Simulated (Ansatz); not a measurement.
**BP (F-43m), a film clamped to a substrate**

These are results of DFT r2SCAN, scalar-relativistic, plane waves, PAW (Ansatz 0.2.0), not measurements. Cutoff 500 eV, Γ-centred 10×10×10 k-points, Gaussian smearing of 0.05 eV. No spin polarisation. Energies are free energies at this smearing, counted from the undisturbed cell; pressure is positive in compression.

The starting cell (as given, not relaxed at this level; it stands at -0.2 GPa):

```xyz
2
Lattice="0.0000 2.2690 2.2690 2.2690 0.0000 2.2690 2.2690 2.2690 0.0000" Properties=species:S:1:pos:R:3 pbc="T T T"
B     0.0000    0.0000    0.0000
P     3.4035    3.4035    3.4035
```

The cell (2 atoms, V0 = 23.36 Å³) is strained by p along both x and y and by q along z, fractional coordinates fixed. τp = (1/V0) ∂E/∂p = (σxx + σyy)(1 + p)(1 + q) and τq = (1/V0) ∂E/∂q = σzz(1 + p)², with tension positive.

```
     p q  ΔE (meV/atom)  τp (GPa)  τq (GPa)
 0.000   0.000           0.00      0.33      0.16
-0.040   0.000          54.02    -38.94     -6.44
 0.040   0.000          47.54     30.96      5.35
 0.000  -0.040          21.18     -6.57    -14.90
 0.000   0.040          20.88      5.21     13.94
```

**Question.** Get the second derivatives of the energy density.

**Answer.** Central differences give A = ∂τp/∂p = 874 GPa (C11 + C22 + 2 C12), C = ∂τq/∂q = 360 GPa (C33) and the cross term B = ∂τq/∂p = 147 GPa (C13 + C23); ∂τp/∂q = 147 GPa must equal B, and any difference shows higher-order terms. Steps this large leave an error of some per cent of A or C in all of these, which can swamp a small B. The ions are clamped. In a cubic crystal C11 = C = 360, C12 = B/2 = 74 GPa and A should be 2(C11 + C12) = 868 GPa; the bulk modulus is (C11 + 2 C12)/3 = 169 GPa.

**Question.** A film of this crystal grows with z along the normal on a substrate that imposes p. How does its thickness respond, and what does the misfit cost?

**Answer.** Count p and q from the stress-free cell. A free surface needs τq = 0, so q = −(B/C) p = -0.41 p. The energy density left is (A − B²/C) p²/2 = M p², with the biaxial modulus M = 407 GPa; a misfit of 1 % costs 2.97 meV/atom, against 3.19 meV/atom if the thickness were held.

At p = 0.080 the energies along q are 184.6 (q = -0.080), 162.3 (q = -0.040), 173.6 (q = 0.000), 216.3 (q = 0.040), 288.1 (q = 0.080) meV/atom.

**Question.** Does the linear rule hold at this misfit?

**Answer.** A parabola through the lowest point and its neighbours has its minimum at q = -0.033, 161.9 meV/atom. With the stress left in the starting cell, τp0 and τq0, linear elasticity gives q = −(τq0 + Bp)/C = -0.033 and E = V0(τp0 p + τq0 q + Ap²/2 + Bpq + Cq²/2)/N = 191.3 meV/atom. The energies differ by more than a tenth, so the quadratic law fails here: the gap holds the anharmonic part, with some error from the wide steps. Cubic terms also shift the vertex of so wide a parabola.

The gap closes along the scan, which can put kinks into the curve.

Boron phosphide resists changes of bond angle strongly for a tetrahedral crystal, though clearly less than changes of bond length, as expected of a directional sp³ network with little ionic character. C12 is therefore small beside C11, and the film thins by only 0.41 of the in-plane strain. Letting the thickness adjust thus recovers little of the misfit energy, 2.97 against 3.19 meV/atom at 1 % misfit.

At the larger tensile misfit the energy falls well below the quadratic estimate, while the optimum thickness barely departs from it. The softening probably reflects the weakening restoring force of stretched B–P bonds; the smaller in-plane stress in tension than in compression points the same way. Compressive misfit should accordingly cost more than tensile misfit of equal size.

Clamping the ions does no harm here, since strains along the cubic axes leave both sublattices fixed by symmetry. That protection is lost under shear, so these constants cannot be carried over to a (111) film, which also needs the relaxed C44.
